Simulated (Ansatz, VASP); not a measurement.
**One calculation of MgS, two programs**

```
S Mg
1.0
    -0.04448    2.72533    2.68826
     2.66578    0.01497    2.62881
     2.66916    2.66927    0.01159
S Mg
1 1
Direct
  0.52163 0.49004 0.48194
  0.99632 0.01349 0.98008
```

The cell was built by a generator and needn't be a form met in nature.

Alike in both runs: task single point; functional r2SCAN; k mesh 6 × 6 × 6; occupations fermi-dirac, width 0.053 eV; no spin polarisation.

```csv
,VASP,Ansatz
version,VASP 6.6.1,Ansatz 0.2.0
potentials or method,"VASP PAW PBE potentials, release 64 (S, Mg)",PAW plane waves
plane-wave cutoff (eV),520,500
valence electrons in the cell,8,16
```

Ansatz gave:

```
gap on the k mesh at the Fermi level (eV)       : 3.12
pressure (GPa)                                  : -5.5
largest component of the traceless stress (GPa) : 1.49
rms of the force components (eV/Å)              : 0.073
```

Q: What did VASP give for the same quantities?

A: gap on the k mesh at the Fermi level (eV): 3.09; pressure (GPa): -5.9; largest component of the traceless stress (GPa): 1.49; rms of the force components (eV/Å): 0.071.

Atom by atom the forces differ by 0.003 eV/Å (rms over components). The two sets of potentials don't hold the same shells in valence.

Caveats: the PAW data sets were made with another functional, which shifts forces and pressure a little (VASP). r2SCAN opens gaps a little over a GGA but as a rule still falls short of measured ones. A k mesh can miss the band edges.
